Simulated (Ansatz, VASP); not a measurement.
# Au: VASP beside Ansatz

File INCAR:

```
PREC = Accurate
ENCUT = 600
EDIFF = 1E-6
ISMEAR = 0
SIGMA = 0.1
LREAL = False
LASPH = True
NELM = 80
ALGO = Normal
ISIF = 3
LWAVE = False
LCHARG = False
IBRION = 2
NSW = 100
EDIFFG = -0.05
```

KPOINTS

```
regular mesh
0
Gamma
  8 8 4
```

File POSCAR:

```
Au
1.0
    1.4113099650     -2.5559330250      0.0000000000
    1.4113099650      2.5559330250      0.0000000000
    0.0000000000      0.0000000000      4.8931696100
Au
2
Direct
    0.6653279700      0.3346720300      0.2500000000
    0.3346720300      0.6653279700      0.7500000000
```

Input for Ansatz:

```yaml
crystal:
  lattice:
    - [1.411309965, -2.555933025, 0.0]
    - [1.411309965, 2.555933025, 0.0]
    - [0.0, 0.0, 4.89316961]
  atoms:
    - { symbol: Au, position: [0.66532797, 0.33467203, 0.25] }
    - { symbol: Au, position: [0.33467203, 0.66532797, 0.75] }
basis:
  ecutwfc: 420
kpoints:
  mp_grid: { grid: [8, 8, 4] }
hamiltonian:
  xc: lda
scf:
  occupations: { method: gaussian, width: 0.1 }
output:
  forces: true
  stress: true
  eigenvalues: true
relax:
  adjacent_minimum: "off"
  f_tol: 0.05
  max_steps: 80
  cell: { stress_tol: 0.5 }
```

This isn't the form of Au at room conditions, which is fcc.

Alike in both runs: task relaxation of cell and atoms; functional LDA; k mesh 8 × 8 × 4; occupations gaussian, width 0.1 eV; no spin polarisation.

```csv
,VASP,Ansatz
version,VASP 6.6.1,Ansatz 0.2.0
potentials or method,"VASP PAW LDA potentials, release 64 (Au)","scalar-relativistic, plane waves, PAW"
plane-wave cutoff (eV),600,420
valence electrons in the cell,22,38
```

|  | VASP | Ansatz | Ansatz less VASP |
| --- | --- | --- | --- |
| gap on the k mesh at the Fermi level, each at its own relaxed structure (eV) | none | none | - |
| relaxed volume (Å³/atom) | 16.71 | 16.64 | -0.070 |
| relaxed cell length with the largest relative difference (Å) | 4.689 | 4.673 | -0.0165 |
| energy change over the relaxation (meV/atom) | -33 | -38 | -4.2 |

A gap of «none» marks a metal or a gap that the smearing closes. The two sets of potentials don't hold the same shells in valence.

 The runs have no spin-orbit coupling, so splittings on Au are missing.
